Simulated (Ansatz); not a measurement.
## 181Ta nuclear quadrupole resonance in TaN

Cell: an entry of the Crystallography Open Database (COD), ions relaxed with PBE at fixed cell.

```
Ta N
1.0
     2.93800    0.00000    0.00000
    -1.46900    2.54438    0.00000
     0.00000    0.00000    2.88300
Ta N
1 1
Direct
  0.33333 0.66667 0.50000
  0.00000 0.00000 0.00000
```

Atoms are numbered from 1 in the order listed; like atoms form one site, named after its first atom.

All values are calculated (Ansatz; DFT, PBE, plane waves and PAW, with spin–orbit coupling, 420 eV cutoff, Γ-centred 18×18×16 k-points, Fermi–Dirac smearing 0.05 eV), not measured. Start moments as typed (μB): 2 on each Ta, none on the rest.

181Ta: I = 7/2, Q = 3170 mb (year-2017 value). Static lattice, zero field.

(1) The simulated lines lie at 33.1, 66.2, 99.3 MHz. What are |C_Q|, η and |V_zz| at Ta?

Results:

(1) For I = 7/2 and η = 0 the lines are |C_Q|/14 times 1, 2 and 3; η shifts the lowest up most. Here |C_Q| = 464 MHz, η = 0.00 and |V_zz| = 6.05 × 10²¹ V/m². The calculation gives V_zz positive; the lines don't show the sign. The site has 6 N at 2.23 Å.

An axis of threefold or higher order runs through Ta, so V_zz lies along it and η is zero.

At this cell the principal stresses reach 5 GPa in size with PBE, which can matter for small gradients. With no gap above 0.1 eV, as in a metal, the gradients converge slowly in k; expect changes of a tenth or more on a denser mesh. With these PAW files V_zz is typically within 2 to 3 % of all-electron values, but misses above 10 % occur on Ta. Semilocal functionals make gaps too small and can close them, so the real compound need not be a metal.
